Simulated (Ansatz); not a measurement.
MnS under pressure

Method: Ansatz, DFT PBEsol, scalar-relativistic, plane waves, PAW. Cutoff 420 eV, 14×14×14 k-points (Γ-centred), Gaussian smearing of 0.20 eV. Collinear spin, site moments 3.9, 0.1 μB. Phonons by linear response, acoustic sum rule imposed.

The cell, relaxed at this level:
```
Mn S
1.0
     0.00000    2.72943    2.72943
     2.72943    0.00000    2.72943
     2.72943    2.72943    0.00000
Mn S
1 1
Direct
  0.00000 0.00000 0.00000
  0.75000 0.75000 0.75000
```

In a metal, frequencies and elastic constants depend on the k mesh and the smearing, soft modes and shear constants most. A semilocal functional can close a gap that the real compound has.

Q: The cell is relaxed again at 8 and 25 GPa. How do volume, gap and optical modes at Γ (cm⁻¹, counted from the lowest optical one; a degenerate one stands once) change?

A:
```tsv
	0 GPa	8 GPa	25 GPa
V/V0	1.000	0.695	0.643
gap (eV)	0.00	0.00	0.00
mode 1	290	482	537
```

This zinc-blende form isn't the usual stable structure of the compound at low pressure.